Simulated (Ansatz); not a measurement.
# WS2 (R3m) in Ansatz: convergence with smearing width

Aim: find how far smearing width must go before the results for WS2 settle, at HSE06. This setting moves, with any that are tied to it; all else stays.

Everything below comes from runs of Ansatz 0.2.0. Logs are shortened: lines on timing, memory, paths and dates and some standing lists are left out, and cuts for length are marked.

## (1) The structure

Symmetry: R3m, No. 160, trigonal system. Conventional cell: a = 3.158 Å, b = 3.158 Å, c = 18.490 Å, α = 90.00°, β = 90.00°, γ = 120.00°. Around W (site symmetry 3m) lie 6 S at 2.39 to 2.42 Å. S (site symmetry 3m) is surrounded by 3 W at 2.42 Å. S (site symmetry 3m) has 3 W at 2.39 Å as nearest neighbours.

Measurements of this composition are mostly on another form, of space group No. 194.

## (2) With smearing width 0.3 eV

The input, input.yaml:

```yaml
crystal:
  lattice:
    - [1.579, 0.9116360751, 6.1633333333]
    - [-1.579, 0.9116360751, 6.1633333333]
    - [0.0, -1.8232721501, 6.1633333333]
  atoms:
    - { symbol: W, position: [0.0, 0.0, 0.0] }
    - { symbol: S, position: [0.581, 0.581, 0.581] }
    - { symbol: S, position: [0.7503, 0.7503, 0.7503] }
hamiltonian:
  xc: hse06
  pseudopotentials: { kind: paw }
kpoints:
  mp_grid: { grid: [5, 5, 5] }
scf:
  occupations: { method: fermi_dirac, width: 0.3 }
output:
  forces: true
  stress: true
  eigenvalues: true
```

Potentials or basis: Ansatz PAW.

Started as:

```
ansatz run input.yaml --threads 2 --pin off --max-ram 5632MiB --backend cpu --events-out ev --progress --plain --runs-dir out
```

Log:

```text
Warning: output.stress: scf.convergence.dr2_threshold = 1e-7 eV (the SCF's general default) is looser than the 3e-10 eV advised for a printed stress (1e-10 eV for each atom of the cell: 3). What an SCF threshold leaves in a stress goes as its square root, and in the free energy as the threshold itself, and one threshold admits the most on a small cell: of the crystals measured, under no hybrid functional and no lock of the moments, on runs that ended without the residual-converged pass, on stresses that held no estimate of that error, the worst erred by over 100 MPa in a component at 1e-7 eV an atom and by under 5 at 1e-10. Set scf.convergence.dr2_threshold to 3e-10 eV or tighter. The threshold is an SCF's pass mark: one that does not reach it within its budget of iterations ends unconverged, or closes short of it on a stop that the run arms, and scf.convergence.dr2_threshold's page says what that costs each kind of run
Warning: output.stress: scf.exx.energy_threshold = 1e-6 eV is looser than the 3e-8 eV advised for a stress under a hybrid functional (1e-8 eV for each atom of the cell: 3). Every SCF of the exchange loop can meet its threshold on dr2 while the loop round them stops early: no threshold on dr2 bounds what that leaves in the stress. Set scf.exx.energy_threshold to 3e-8 eV or tighter. The threshold is the loop's pass mark: a loop that does not reach it within its budget of cycles ends unconverged, and scf.exx.energy_threshold's page has the law
Warning: RAYON_NUM_THREADS=2 ignored (pool sized by the plan → 2); use --threads N
basis.fft_grid_basis auto: the FFT boxes are laid along the combinations [[1, 0, -1], [0, 1, -1], [0, 0, 1]] of the cell's own vectors, 3.158, 3.158 and 6.427 Å long. The dense box has 24×24×45 points. Along the cell's own vectors, as sized, it would have 45×45×45, 3.52 times as many. Of the 6 symmetry operations that the crystal satisfies within crystal.symmetry.tolerance (time reversal apart; of a slab, those that keep its plane) the dense box along the cell's own vectors carries 6, and the one as laid loses 4 of those. basis.fft_grid_basis: typed keeps the cell's own vectors: state it where this run's energies or levels are differenced outside the engine with another run's, or held beside a run that keeps those vectors.
band count auto-derived: 18 (N_el = 26.0; filled up to band 13; 17 by the electrons, moments and atoms)
Engine: ansatz 0.2.0, x86_64-unknown-linux-gnu
Pseudopotentials: kind: paw
Pseudopotential: W, paw, valence charge 14, recommended cutoff 420 eV (normal), W.paw.azcp
Pseudopotential: S, paw, valence charge 6, recommended cutoff 420 eV (normal), S.paw.azcp
Functional definition: HSE06
  parameter a = 0.25
  parameter omega = 0.11/bohr
  exchange = pbe_x - a*pbe_x_sr(omega) + a*exact_x_sr(omega)
  correlation = pbe_c
Crystal: 3 atoms, lattice volume = 53.232 Å³
Basis set: ecut = 420 eV, 1011 PW (Γ), FFT grids on a1−a3, a2−a3, a3, exchange–correlation on 48×48×90 points (8 copies of the dense FFT grid, shifted against one another)
Bands: 18, of which v1, the nominal top of the filled ones, is band 13 counted from 1 (12 counted from 0)
Symmetry: 6 space group operations
Space group: R3m (ITA 160), of the structure as read, at distance tolerance 3.8e-5 Å
k-points: 19 of 125 (time reversal used)
Non-local potential: W, projectors of the file, l = 0: 3, l = 1: 2, l = 2: 2, l = 3: 1
Non-local potential: S, projectors of the file, l = 0: 2, l = 1: 2, l = 2: 2
PAW form: soft (Blöchl's): semilocal exchange-correlation on the pseudo side does not see the compensation charge
PAW frozen core: W, regenerated for the run's functional, and the local potential with it (the file was generated under x = pbe(κ = 0.804, μ = 0.2195149727645171), c = pbe(β = 0.06672455060314922))
PAW frozen core: S, regenerated for the run's functional, and the local potential with it (the file was generated under x = pbe(κ = 0.804, μ = 0.2195149727645171), c = pbe(β = 0.06672455060314922))
PAW one-centre angular grid: W, 590 points (default); XC on 64 Gauss nodes
PAW one-centre angular grid: S, 110 points (default); XC on 64 Gauss nodes
Initial density: superposition of atomic densities (neutral atoms: chi_scale 0, normalization atom), corrected by the library's trained network
Initial wavefunctions: pseudopotential atomic-orbital guess
Functional: x = pbe(κ = 0.804, μ = 0.2195149727645171), c = pbe(β = 0.06672455060314922), warm-up for x = pbe(κ = 0.804, μ = 0.2195149727645171) + 0.25 (exact − pbe) at short range (hse, ω = 0.20786987370883472 Å⁻¹), c = pbe(β = 0.06672455060314922); HSE06 as pw.x's `hse` composes it (authors' and Libxc's form: `xc: wpbeh`)
[... 39 lines left out ...]
SCF iter   6: F=-12193.427530 eV  HF=-12193.427530 eV  |F-HF|=5.46e-12  |Δ(HF+E_count)|=  1.00e-10  Δρ=1.12e-7  dr2=1.99e-11  ethr=1.47e-12  ⟨swp⟩=3.1  Hψ=696  notcnv=0
SCF 3 converged in 6 iterations: F = -12193.427530 eV  dr2 = 1.99e-11
  Residual-converged pass: ⟨swp⟩=3.0  Hψ=741  notcnv=0  max |occ|·‖R‖ = 2.7e-7 eV (tolerance 2.7e-7 eV)  dr2=2.03e-11  dr2_onsite=2.69e-13  max |Δocc| = 2.7e-13
hybrid outer 2: dexx = +2.326e-7 eV, tail = 3.24e-9 eV, Δε = 1.31e-3 eV (about 2.37e-5 eV left of the loop's levels), ΔF = 1.19e-3 eV/Å (tail 2.68e-4)
hybrid SCF converged: 2 outer / 14 inner (+9 warm-up), last move |dexx| = 2.33e-7 eV, tail = 3.24e-9 eV
Stability not checked: this state was not tested for a lower state beside it, because the functional holds exact exchange (a hybrid, or Hartree-Fock), whose exchange loop this test does not read (fock_operator; see scf.lower_state_search)
Free energy (F): -12193.427530 eV
Frozen-core exchange: fock
Harris-Foulkes:  -12193.427530 eV  (|F-HF|=5.46e-12)
Internal energy: -12193.398257 eV  (E = F + TS)
E sigma→0 (E₀):  -12193.412893 eV
Entropy (-TS):   -0.029273 eV (-9.758 meV/atom)
Fermi energy:    11.946041 eV
--- Per-component energies (eV) ---
  E_band       = -231.066627
  E_kinetic    = 665.122988
  E_local      = -1748.813716  (includes V_loc(G=0)·N_el)
  E_nonlocal   = 57.991636
  E_hartree    = 693.499538
  E_xc         = -369.239677
  E_vxc        = -331.315188  (∫ρ·V_xc dr)
  E_exx        = -63.385748  (= α·E_x^exact, valence–valence)
  E_paw        = -9793.784223  (= ΣΔE_a)
  E_vpaw       = -134.279840  (= ΣTr[D̂ρ^β])
  E_aug_tail   = -0.000061  (compensation charges beyond the density's cutoff)
  E_ewald      = -1631.679458
  E_core_change = -3.109535  (= ΣΔE_core)
  E_smearing   = -0.029273  (= −TS)
  E_closure    = -0.000000  (closes the sum)
  Σ components = -12193.427530   (vs F -12193.427530, Δ=0.00e0)
--- Forces (eV/Å), atoms counted from 1 ---
  atom   1  W      0.00000000    -0.00000000    -0.64390957
  atom   2  S     -0.00000000     0.00000000     0.60771853
  atom   3  S      0.00000000     0.00000000     0.03624247
  max |Σ_I F_I| component: 5.14e-5 eV/Å
--- Stress (GPa, compression-positive) ---
        0.047938       0.000000       0.000000
        0.000000       0.047938       0.000000
        0.000000       0.000000       0.198115
  P = ⅓ Tr σ = 0.0980 GPa (0.980 kbar)
--- Band table (eV; the first three rows and the last of 19) ---
  k-point 0: bands = ["-67.0613", "-29.9728", "-29.7455", "-29.7455", "-5.9665", "-3.7733", "2.8414", "7.4147", "7.4147", "8.8652", "8.8652", "9.5558", "10.1199", "14.2972", "14.2972", "14.6405", "14.6405", "16.9418"]
  k-point 1: bands = ["-67.0529", "-29.9442", "-29.9050", "-29.7825", "-5.2509", "-3.5726", "3.6763", "5.9638", "7.0879", "7.8904", "8.1494", "9.4360", "9.9129", "13.3889", "14.1483", "14.7179", "15.3423", "19.0270"]
  k-point 2: bands = ["-67.0392", "-30.1555", "-29.8970", "-29.8418", "-3.7963", "-3.1794", "3.5222", "5.0748", "5.5038", "6.8936", "8.5408", "9.1552", "9.2752", "14.2112", "14.2361", "15.7493", "16.1127", "17.6382"]
  k-point 18: bands = ["-67.0529", "-29.9444", "-29.9051", "-29.7825", "-5.0203", "-3.9467", "4.7131", "5.9448", "6.2373", "7.9225", "8.1261", "8.5849", "10.1991", "13.9910", "14.2070", "14.4643", "15.5051", "19.3843"]
```

It took 56 s on 2 threads of Intel Xeon at 2.50GHz (Skylake/Cascade Lake), shared host; peak memory 1.2 GiB.

Results:

- Free energy: -12193.4275 eV
- Pressure: 0.1 GPa
- Largest force: 0.644 eV/Å
- Band gap on the k mesh: 1.63 eV, indirect (least direct gap 3.00 eV)

## (3) With smearing width 0.2 eV

input.yaml: that of step 2 with these lines changed.

```diff
@@ -15,3 +15,3 @@
 scf:
-  occupations: { method: fermi_dirac, width: 0.3 }
+  occupations: { method: fermi_dirac, width: 0.2 }
 output:
```

Potentials or basis: Ansatz PAW.

Started as:

```
ansatz run input.yaml --threads 2 --pin off --max-ram 5632MiB --backend cpu --events-out ev --progress --plain --runs-dir out
```

Run time: 59 s. Hardware: 2 threads of Intel Xeon at 2.50GHz (Skylake/Cascade Lake), shared host; peak memory 1.2 GiB.

Results:

- Free energy: -12193.4226 eV
- Pressure: 0.1 GPa
- Largest force: 0.650 eV/Å
- Band gap on the k mesh: 1.64 eV, indirect (least direct gap 3.01 eV)

## (4) With smearing width 0.15 eV

input.yaml: that of step 3 with these lines changed.

```diff
@@ -15,3 +15,3 @@
 scf:
-  occupations: { method: fermi_dirac, width: 0.2 }
+  occupations: { method: fermi_dirac, width: 0.15 }
 output:
```

Started as:

```
ansatz run input.yaml --threads 2 --pin off --max-ram 5632MiB --backend cpu --events-out ev --progress --plain --runs-dir out
```

It took 59 s on 2 threads of Intel Xeon at 2.50GHz (Skylake/Cascade Lake), shared host; peak memory 1.2 GiB.

What came out:

```yaml
Free_energy: -12193.4221 eV
Pressure: 0.1 GPa
Largest_force: 0.650 eV/Å
Band_gap_on_the_k_mesh: 1.64 eV, indirect (least direct gap 3.01 eV)
```

## (5) With smearing width 0.1 eV

input.yaml: that of step 4 with these lines changed.

```diff
@@ -15,3 +15,3 @@
 scf:
-  occupations: { method: fermi_dirac, width: 0.15 }
+  occupations: { method: fermi_dirac, width: 0.1 }
 output:
```

Started as:

```
ansatz run input.yaml --threads 2 --pin off --max-ram 5632MiB --backend cpu --events-out ev --progress --plain --runs-dir out
```

It took 74 s on 2 threads of Intel Xeon at 2.50GHz (Skylake/Cascade Lake), shared host; peak memory 1.2 GiB.

Results:

* Free energy: -12193.4221 eV
* Pressure: 0.1 GPa
* Largest force: 0.651 eV/Å
* Band gap on the k mesh: 1.64 eV, indirect (least direct gap 3.01 eV)

## (6) With smearing width 0.05 eV

input.yaml: that of step 5 with these lines changed.

```diff
@@ -15,3 +15,3 @@
 scf:
-  occupations: { method: fermi_dirac, width: 0.1 }
+  occupations: { method: fermi_dirac, width: 0.05 }
 output:
```

Potentials or basis: Ansatz PAW.

Started as:

```
ansatz run input.yaml --threads 2 --pin off --max-ram 5632MiB --backend cpu --events-out ev --progress --plain --runs-dir out
```

Wall time 88 s (2 threads of Intel Xeon at 2.50GHz (Skylake/Cascade Lake), shared host); peak memory 1.2 GiB.

Results (log left out):

- Free energy: -12193.4221 eV
- Pressure: 0.1 GPa
- Largest force: 0.651 eV/Å
- Band gap on the k mesh: 1.64 eV, indirect (least direct gap 3.01 eV)

## (7) With smearing width 0.025 eV

input.yaml: that of step 6 with these lines changed.

```diff
@@ -15,3 +15,3 @@
 scf:
-  occupations: { method: fermi_dirac, width: 0.05 }
+  occupations: { method: fermi_dirac, width: 0.025 }
 output:
```

Started as:

```
ansatz run input.yaml --threads 2 --pin off --max-ram 5632MiB --backend cpu --events-out ev --progress --plain --runs-dir out
```

It took 64 s on 2 threads of Intel Xeon at 2.50GHz (Skylake/Cascade Lake), shared host; peak memory 1.2 GiB.

It converged, with:

```yaml
Free_energy: -12193.4221 eV
Pressure: 0.1 GPa
Largest_force: 0.651 eV/Å
Band_gap_on_the_k_mesh: 1.64 eV, indirect (least direct gap 3.01 eV)
```

## (8) With smearing width 0.01 eV

input.yaml: that of step 7 with these lines changed.

```diff
@@ -15,3 +15,3 @@
 scf:
-  occupations: { method: fermi_dirac, width: 0.025 }
+  occupations: { method: fermi_dirac, width: 0.01 }
 output:
```

Started as:

```
ansatz run input.yaml --threads 2 --pin off --max-ram 5632MiB --backend cpu --events-out ev --progress --plain --runs-dir out
```

It took 71 s on 2 threads of Intel Xeon at 2.50GHz (Skylake/Cascade Lake), shared host; peak memory 1.2 GiB.

It converged, with:

* Free energy: -12193.4221 eV
* Pressure: 0.1 GPa
* Largest force: 0.651 eV/Å
* Band gap on the k mesh: 1.64 eV, indirect (least direct gap 3.01 eV)

## (9) With smearing width 0.005 eV

input.yaml: that of step 8 with these lines changed.

```diff
@@ -15,3 +15,3 @@
 scf:
-  occupations: { method: fermi_dirac, width: 0.01 }
+  occupations: { method: fermi_dirac, width: 0.005 }
 output:
```

Potentials or basis: Ansatz PAW.

Started as:

```
ansatz run input.yaml --threads 2 --pin off --max-ram 5632MiB --backend cpu --events-out ev --progress --plain --runs-dir out
```

Run time: 70 s. Hardware: 2 threads of Intel Xeon at 2.50GHz (Skylake/Cascade Lake), shared host; peak memory 1.2 GiB.

Results (log left out):

* Free energy: -12193.4221 eV
* Pressure: 0.1 GPa
* Largest force: 0.651 eV/Å
* Band gap on the k mesh: 1.64 eV, indirect (least direct gap 3.01 eV)

## (10) Result

| smearing width | energy less the tightest run, at zero smearing (meV/atom) | pressure (GPa) | largest force (eV/Å) | gap on the mesh (eV) | SCF cycles | CPU time (s) | peak memory (GiB) |
| --- | --- | --- | --- | --- | --- | --- | --- |
| 0.3 eV | 3.05 | 0.10 | 0.644 | 1.630 | 23 | 110 | 1.2 |
| 0.2 eV | 0.37 | 0.06 | 0.650 | 1.640 | 23 | 110 | 1.2 |
| 0.15 eV | 0.07 | 0.06 | 0.650 | 1.642 | 18 | 110 | 1.2 |
| 0.1 eV | 0.00 | 0.06 | 0.651 | 1.642 | 18 | 120 | 1.2 |
| 0.05 eV | 0.00 | 0.06 | 0.651 | 1.642 | 18 | 120 | 1.2 |
| 0.025 eV | 0.00 | 0.06 | 0.651 | 1.642 | 17 | 110 | 1.2 |
| 0.01 eV | 0.00 | 0.06 | 0.651 | 1.642 | 18 | 110 | 1.2 |
| 0.005 eV | 0.00 | 0.06 | 0.651 | 1.642 | 17 | 110 | 1.2 |

Against the tightest run, the energy stays within 1 meV/atom from 0.2 eV on; the pressure stays within 0.1 GPa from 0.3 eV on; the largest force stays within 0.005 eV/Å from 0.2 eV on; the gap on the mesh stays within 0.01 eV from 0.2 eV on. The tightest run that finished is the yardstick and may itself not be fully converged.

Caveats: all runs use coarse meshes; odd divisions of the mesh miss points on the zone boundary, where band edges often lie, so the gap on the mesh can be too wide; spin-orbit coupling is left out, which moves the levels of the heavy elements; the PAW data sets come from PBE, with cores solved anew for the run's functional, which leaves a small shift of forces and pressure; the thresholds are loose for stress.
